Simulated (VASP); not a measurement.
# Si (Fd-3m) in VASP: settings compared

Aim: see how the results for Si move with the level of theory and the settings. Levels: PBEsol, r2SCAN. Tasks: relaxation of cell and atoms.

Everything below comes from runs of VASP 6.6.1. Logs are shortened: lines on timing, memory, paths and dates and some standing lists are left out, and cuts for length are marked.

**1. Starting point**

It takes space group Fd-3m (No. 227, cubic). The conventional cell has a = 5.431 Å, b = 5.431 Å, c = 5.431 Å, α = 90.00°, β = 90.00°, γ = 90.00°. Si (site symmetry -43m) has 4 Si at 2.35 Å as nearest neighbours.

**2. Relaxation of cell and atoms, PBEsol, target pressure 12 GPa, at which the enthalpy is minimised**

File INCAR:

```
PREC = Accurate ; ENCUT = 600
EDIFF = 1E-6 ; ISMEAR = -1
SIGMA = 0.05 ; LREAL = False
LASPH = True ; NELM = 60
ALGO = Fast ; ISIF = 3
LWAVE = False ; LCHARG = False
GGA = PS ; IBRION = 2
NSW = 40 ; EDIFFG = -0.01
PSTRESS = 120
```

File KPOINTS:

```
regular mesh
0
Gamma
  11 11 11
```

File POSCAR:

```
Si
1.0
    0.0000000000      2.7155000000      2.7155000000
    2.7155000000      0.0000000000      2.7155000000
    2.7155000000      2.7155000000      0.0000000000
Si
2
Direct
    0.0000000000      0.0000000000      0.0000000000
    0.2500000000      0.2500000000      0.2500000000
```

Potentials or basis: VASP PAW PBE potentials, release 64 (Si).

Launch:

```
$ cat potpaw_PBE.64/Si/POTCAR > POTCAR
$ mpirun -np 1 vasp_std > vasp.out
```

OUTCAR:

```text
PREC = Accurate
   ENCUT = 600
   EDIFF = 1E-6
   ISMEAR = -1
   LREAL = False
   LASPH = True
   NELM = 60
   ISIF = 3
   GGA = PS
   IBRION = 2
   NSW = 40
   EDIFFG = -0.01
   PSTRESS = 120

 ion  position               nearest neighbor table
   1  0.000  0.000  0.000-   2 2.35   2 2.35   2 2.35   2 2.35
   2  0.250  0.250  0.250-   1 2.35   1 2.35   1 2.35   1 2.35

  LATTYP: Found a face centered cubic cell.
 ALAT       =     5.4310000000

  Lattice vectors:

 A1 = (   0.0000000000,   2.7155000000,   2.7155000000)
 A2 = (   2.7155000000,   0.0000000000,   2.7155000000)
 A3 = (   2.7155000000,   2.7155000000,   0.0000000000)

Analysis of symmetry for initial positions (statically):
=====================================================================
 Subroutine PRICEL returns:
 Original cell was already a primitive cell.

 Routine SETGRP: Setting up the symmetry group for a
 face centered cubic supercell.

 Subroutine GETGRP returns: Found 48 space group operations
 (whereof 24 operations were pure point group operations)
 out of a pool of 48 trial point group operations.

The static configuration has the point symmetry T_d .
 The point group associated with its full space group is O_h .

Analysis of symmetry for dynamics (positions and initial velocities):
=====================================================================
 Subroutine PRICEL returns:
 Original cell was already a primitive cell.

 Routine SETGRP: Setting up the symmetry group for a
 face centered cubic supercell.

 Subroutine GETGRP returns: Found 48 space group operations
 (whereof 24 operations were pure point group operations)
 out of a pool of 48 trial point group operations.

The dynamic configuration has the point symmetry T_d .
 The point group associated with its full space group is O_h .

 Subroutine INISYM returns: Found 48 space group operations
 (whereof 24 operations are pure point group operations),
 and found     1 'primitive' translations

----------------------------------------------------------------------------------------

                                     Primitive cell

  volume of cell :      40.0479

  direct lattice vectors                    reciprocal lattice vectors
     0.000000000  2.715500000  2.715500000    -0.184128153  0.184128153  0.184128153
     2.715500000  0.000000000  2.715500000     0.184128153 -0.184128153  0.184128153
     2.715500000  2.715500000  0.000000000     0.184128153  0.184128153 -0.184128153

[... 89 lines left out ...]
   ISIF   =      3    stress and relaxation
   ISYM   =      2    0-nonsym 1-usesym 2-fastsym
   POTIM  = 0.5000    time-step for ionic-motion
   TEBEG  =    0.0;   TEEND  =   0.0 temperature during run
   PSTRESS=  120.0 pullay stress
   NELECT =       8.0000    total number of electrons
   NUPDOWN=      -1.0000    fix difference up-down
   EMIN   =  10.00;   EMAX   =-10.00  energy-range for DOS
   EFERMI =   0.00;   METHOD = LEGACY
   ISMEAR =    -1;   SIGMA  =   0.05  broadening in eV -4-tet -1-fermi 0-gaus
   EFERMI_NEDOS =   21; number of points for ismear=-14 and -15
   IALGO  =     68    algorithm
   IMIX   =      4    mixing-type and parameters
     AMIX     =   0.40;   BMIX     =  1.00
     AMIX_MAG =   1.60;   BMIX_MAG =  1.00
  volume/ion in A,a.u.               =      20.02       135.13
  Fermi-wavevector in a.u.,A,eV,Ry     =   0.956999  1.808467 12.460868  0.915848
  Thomas-Fermi vector in A             =   2.085978
   LORBIT       =      0    0 simple, 1 ext, 2 COOP (PROOUT), +10 PAW based schemes
   GGA     = PS    functional components
   LHFCALC =     F    Hartree Fock is set to
   AEXX    =    0.0000 exact exchange contribution
   IVDW    =     0    specifies the selected vdW correction
   LEPSILON=     F    determine dielectric tensor
   LRPA    =     F    only Hartree local field effects (RPA)
 conjugate gradient relaxation of ions
 non-spin polarized calculation
 RMM-DIIS sequential band-by-band and
  energy-cutoff  :      600.00
  volume of cell :       40.05
 maximum number of plane-waves:      1363
   NGX = 15   NGY = 15   NGZ = 15

--------------------------------------- Ionic step        1  -------------------------------------------

 number of electron       7.9999999 magnetization

 Free energy of the ion-electron system (eV)
  ---------------------------------------------------
  ext. energy  EPLUGINS =         0.00000000
  ---------------------------------------------------
  free energy    TOTEN  =       -11.49293626 eV

  energy without entropy =      -11.49288711  energy(sigma->0) =      -11.49291168

------------------------ aborting loop because EDIFF is reached ----------------------------------------

  FORCE on cell =-STRESS in cart. coord.  units (eV):
  Direction    XX          YY          ZZ          XY          YZ          ZX
  --------------------------------------------------------------------------------------
  -------------------------------------------------------------------------------------
  Total        0.0648681      0.0648681      0.0648681      0.0000000     -0.0000000      0.0000000
  in kB        2.5951494      2.5951494      2.5951494      0.0000000     -0.0000000      0.0000000
  external PRESSURE =    -117.4048506 kB  Pullay stress =     120.0000000 kB
[... 25 lines left out ...]
--------------------------------------- Ionic step        2  -------------------------------------------

 number of electron       8.0000000 magnetization

 E-fermi :   8.2251     XC(G=0): -10.4224

 val. band max:        8.1146755633   @ k =  -0.0909   0.0909   0.0000
 cond. band min:       8.2327787322   @ k =   0.4545   0.4545   0.0000
 fundamental gap:      0.1181031688
 Fermi energy:         8.2251046899

 k-point     1 :       0.0000    0.0000    0.0000
  band No.  band energies     occupation
      1      -5.4067      2.00000
      2       8.2536      0.72248
      3       8.2536      0.72248
      4       8.2536      0.72248
      5      10.8277      0.00000
      6      10.8277      0.00000
      7      10.8277      0.00000
      8      14.2522      0.00000
[... 328 lines left out ...]
--------------------------------------- Ionic step        4  -------------------------------------------

 number of electron       8.0000000 magnetization

 Free energy of the ion-electron system (eV)
  ---------------------------------------------------
  ext. energy  EPLUGINS =         0.00000000
  ---------------------------------------------------
  free energy    TOTEN  =       -11.35881254 eV

  energy without entropy =      -11.35858027  energy(sigma->0) =      -11.35869641

 E-fermi :   6.9713     XC(G=0):  -9.9424

 val. band max:        6.8518301582   @ k =   0.0000   0.0000   0.0000
 cond. band min:       7.1229674122   @ k =   0.4545   0.4545   0.0000
 fundamental gap:      0.2711372541
 Fermi energy:         6.9713136787

 k-point     1 :       0.0000    0.0000    0.0000
  band No.  band energies     occupation
      1      -5.8607      2.00000
      2       6.8518      1.83207
      3       6.8518      1.83207
      4       6.8518      1.83207
      5       9.4026      0.00000
      6       9.4026      0.00000
      7       9.4026      0.00000
      8      11.3563      0.00000
[... 286 lines left out ...]
  energy  without entropy=      -11.3585802747  energy(sigma->0) =      -11.35869641

  enthalpy is  TOTEN    =        -8.6455912061 eV   P V=        2.7132213337

 reached required accuracy - stopping structural energy minimisation
```

It took 22 s on 1 thread of Intel Xeon 6975P-C (Granite Rapids), shared host; peak memory 0.18 GiB.

Results:

```yaml
Free_energy: -11.3588 eV
Relaxed_volume: 18.11 Å³/atom
Relaxed_cell: a = 3.714 Å, b = 3.714 Å, c = 3.714 Å, α = 60.00°, β = 60.00°, γ = 60.00°
Space_group_after_relaxing_to_0.05_Å: Fd-3m (No. 227)
Energy_change_on_relaxing_the_enthalpy_is_what_falls: +67.1 meV/atom
Ionic_steps: 4
Pressure_after_relaxing: 12.0 GPa
Band_gap_on_the_k_mesh: 0.27 eV, indirect (least direct gap 2.55 eV)
```

The path:
```tsv
step	energy change (eV)	largest force (eV/Å)	pressure (GPa)	volume (Å³)
1	0.0000	0.0000	0.26	40.05
2	0.6844	0.0000	32.97	32.13
3	0.1277	0.0000	11.62	36.31
4	0.1341	0.0000	11.97	36.23
```

Final structure:
```cif
data_structure
_symmetry_space_group_name_H-M 'P 1'
_symmetry_Int_Tables_number 1
_cell_length_a 3.7140
_cell_length_b 3.7140
_cell_length_c 3.7140
_cell_angle_alpha 60.000
_cell_angle_beta 60.000
_cell_angle_gamma 60.000
_cell_volume 36.23
loop_
_atom_site_label
_atom_site_type_symbol
_atom_site_fract_x
_atom_site_fract_y
_atom_site_fract_z
_atom_site_occupancy
Si1 Si 0.00000 0.00000 0.00000 1
Si2 Si 0.25000 0.25000 0.25000 1
```

Caveat: the cell is relaxed towards a set pressure, so the enthalpy falls and the energy may rise; the PAW data sets were made with another functional, which shifts forces and pressure a little; an odd mesh through Γ misses points on the zone boundary, where band edges often lie.

(Continued in part 2 of 2.)
